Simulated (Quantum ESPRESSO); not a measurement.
AlN, 2 atoms in the cell. It takes space group Fm-3m (No. 225, cubic). Conventional cell: a = 4.069 Å, b = 4.069 Å, c = 4.069 Å, α = 90.00°, β = 90.00°, γ = 90.00°. Al (site symmetry m-3m) has 6 N at 2.03 Å as nearest neighbours. N (site symmetry m-3m) is surrounded by 6 Al at 2.03 Å. Measurements of this composition are mostly on another form, of space group No. 186.

```yaml
Program: Quantum ESPRESSO 7.5
Task: band structure
Functional: LDA
Potentials_or_basis: GBRV 1.5 LDA
Cutoff: 612 eV
Density_cutoff: 4898 eV
k_mesh: 11 × 11 × 11
Occupations: fermi-dirac, width 0.05 eV
Spin: no spin polarisation
Form_of_the_LDA_correlation: PZ81
Mixing_beta: 0.5
Most_SCF_iterations: 120
SCF_threshold: 4e-10 Ry
```

Potentials or basis: GBRV 1.5 LDA.

The run is started by

```console
$ OMP_NUM_THREADS=1 mpirun -n 2 pw.x -nk 2 -in pw.in > pw.out
$ OMP_NUM_THREADS=1 mpirun -n 2 pw.x -nk 2 -in bands.in > bands.out
```

Hardware: 2 MPI ranks on Intel(R) Xeon(R) 6975P-C (Granite Rapids) (shared host).

Q: Estimate the wall time of this run.

A: It took 6.3 s on 2 MPI ranks on Intel(R) Xeon(R) 6975P-C (Granite Rapids) (shared host), peak memory 0.16 GiB a rank. Counts: scf iterations 8, k pools 2, bands 9, k points 56, g dense 13323.
